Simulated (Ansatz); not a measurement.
# MnSb: the cost of one run

Program: Ansatz 0.2.0. Level of theory: DFT PBE, scalar-relativistic, plane waves, PAW. These are calculated values, not measurements.

4 further runs of the same task are left out: 2 that didn't finish, 2 set aside as unsound or not needed.

## Step 1: The system as given

Symmetry: P6_3/mmc, No. 194, hexagonal system. The conventional cell has a = 4.097 Å, b = 4.097 Å, c = 5.597 Å, α = 90.00°, β = 90.00°, γ = 120.00°. Around Mn (site symmetry -3m) lie 6 Sb at 2.75 Å and 2 Mn at 2.80 Å. Sb (site symmetry -6m2) has 6 Mn at 2.75 Å as nearest neighbours.

Coordinates:

```xyz
4
Lattice="4.0966 0.0000 0.0000 -2.0483 3.5478 0.0000 0.0000 0.0000 5.5970" Properties=species:S:1:pos:R:3 pbc="T T T"
Mn    0.0000    0.0000    0.0000
Mn    0.0000    0.0000    2.7985
Sb    0.0000    2.3652    1.3993
Sb    2.0483    1.1826    4.1978
```

It is the result of an earlier relaxation at this level (volume 20.34 Å³/atom; gap on the mesh: none (metal), site moments up to 3.3 μB).

## Step 2: Reference cell for the strains

The input, input.yaml:

```yaml
crystal:
  lattice:
    - [4.0966247151, 0.0, 0.0]
    - [-2.0483123576, 3.5477810731, 0.0]
    - [0.0, 0.0, 5.5970069036]
  atoms:
    - { symbol: Mn, position: [0.0, 0.0, 0.0], spin: 3.58 }
    - { symbol: Mn, position: [0.0, 0.0, 0.5], spin: 3.58 }
    - { symbol: Sb, position: [0.3333333333, 0.6666666667, 0.25], spin: -0.12 }
    - { symbol: Sb, position: [0.6666666667, 0.3333333333, 0.75], spin: -0.12 }
basis:
  ecutwfc: 420
kpoints:
  mp_grid: { grid: [15, 15, 10] }
hamiltonian:
  xc: pbe
scf:
  occupations: { method: gaussian, width: 0.1 }
output:
  forces: true
  stress: true
  eigenvalues: true
  populations: true
magnetization:
  spin_polarized: true
```

Launch:

```console
$ ansatz run input.yaml --threads 1 --pin off --max-ram 2560MiB --backend cpu --events-out ev --progress --plain --runs-dir out
```

What time and memory should one allow on 1 thread of AMD EPYC 9R45 (Zen 5), shared host?

About 37 s, with a peak of 0.97 GiB.
